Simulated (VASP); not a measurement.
Set up this calculation in VASP 6.6.1, as the native input.

```
Task                   : relaxation of cell and atoms
Functional             : RPBE
Dispersion             : D4
Potentials or basis    : VASP PAW PBE potentials, release 64 (Sn_d, O)
Cutoff                 : 600 eV
k mesh                 : 6 × 6 × 8
Occupations            : fermi-dirac, width 0.05 eV
Spin                   : no spin polarisation
Further INCAR settings : ALGO = Fast; EDIFF = 1e-07; IBRION = 2; EDIFFG = -0.02; NSW = 40; ISIF = 3
```

The structure of SnO2 (Cassiterite) lies in POSCAR:

```
SnO2
1.0
    4.7380000000      0.0000000000      0.0000000000
    0.0000000000      4.7380000000      0.0000000000
    0.0000000000      0.0000000000      3.1865000000
Sn O
2 4
Direct
    0.5000000000      0.5000000000      0.5000000000
    0.0000000000      0.0000000000      0.0000000000
    0.8071000000      0.1929000000      0.5000000000
    0.6929000000      0.6929000000      0.0000000000
    0.1929000000      0.8071000000      0.5000000000
    0.3071000000      0.3071000000      0.0000000000
```

These files were run (other wordings do the same):

INCAR

```
SYSTEM = SnO2
PREC     = Accurate       ! precision mode
ENCUT    = 600            ! plane-wave cutoff, eV
EDIFF    = 1E-7           ! SCF threshold, eV
ISMEAR   = -1             ! smearing method
SIGMA    = 0.05           ! smearing width, eV
LREAL    = .FALSE.        ! projectors in reciprocal space
LASPH    = .TRUE.         ! aspherical terms in the spheres
NELM     = 80             ! most SCF steps
ALGO     = Fast           ! electronic algorithm
ISIF     = 3              ! what is computed and relaxed
LWAVE    = .FALSE.        ! write WAVECAR
LCHARG   = .FALSE.        ! write CHGCAR
GGA      = RP             ! functional
IVDW     = 13             ! dispersion correction
IBRION   = 2              ! ionic algorithm
NSW      = 40             ! ionic steps
EDIFFG   = -0.02          ! ionic threshold
```

KPOINTS

```
Automatic mesh
0
G
  6 6 8
  0 0 0
```

Potentials or basis: VASP PAW PBE potentials, release 64 (Sn_d, O).

Command:

```bash
$ cat potpaw_PBE.64/Sn_d/POTCAR potpaw_PBE.64/O/POTCAR > POTCAR
$ mpirun -np 1 vasp_std > vasp.out
```

Results of the run:

```
Relaxed volume                         : 12.36 Å³/atom
Relaxed cell                           : a = 4.785 Å, b = 4.785 Å, c = 3.239 Å, α = 90.00°, β = 90.00°, γ = 90.00°
Space group after relaxing (to 0.05 Å) : P4_2/mnm (No. 136)
Energy gained by relaxing              : 11.4 meV/atom
Ionic steps                            : 3
Pressure after relaxing                : -0.1 GPa
Largest force after relaxing           : 0.009 eV/Å
Band gap on the k mesh                 : 0.91 eV, direct
Dispersion energy per atom             : -0.535 eV
```

Caveat: the PAW data sets were made with another functional, which shifts forces and pressure a little; spin-orbit coupling is left out, which moves the levels of the heavy elements.

Wall time 6.2 min on 1 thread of Intel(R) Xeon(R) Platinum 8488C (Sapphire Rapids), with other jobs on the host, peak memory 0.28 GiB.
